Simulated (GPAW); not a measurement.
The system is MgS (Niningerite).

```xyz
2
Lattice="3.6793 0.0000 0.0000 1.8396 3.1864 0.0000 1.8396 1.0621 3.0041" Properties=species:S:1:pos:R:3 pbc="T T T"
S     3.6793    2.1242    1.5021
Mg    0.0000    0.0000    0.0000
```

Base run:

* Program: GPAW 26.7.0
* Functional: LDA
* Potentials or basis: JTH PAW 2.0, LDA
* Cutoff: 800 eV
* Basis: pw
* k mesh: 7 × 7 × 7
* Occupations: fermi-dirac, width 0.05 eV
* Spin: no spin polarisation

Its results: band gap on the k mesh 2.79 eV, indirect (least direct gap 3.48 eV); pressure -3.2 GPa.

Question: The run is repeated on the same cell with these changes: functional from LDA to SCAN; potentials or basis from JTH PAW 2.0, LDA to GPAW PAW data sets (gpaw-data 1.2.1). What comes out?

Answer: Band gap on the k mesh 3.69 eV, indirect (least direct gap 4.64 eV); pressure -0.2 GPa.

Caveats: the mesh misses the band edges, which the band path finds closer together; the program truncates these outside data sets (some runs); the PAW data sets were made with another functional, which shifts forces and pressure a little (some runs).

Not every run made on this cell is shown here.
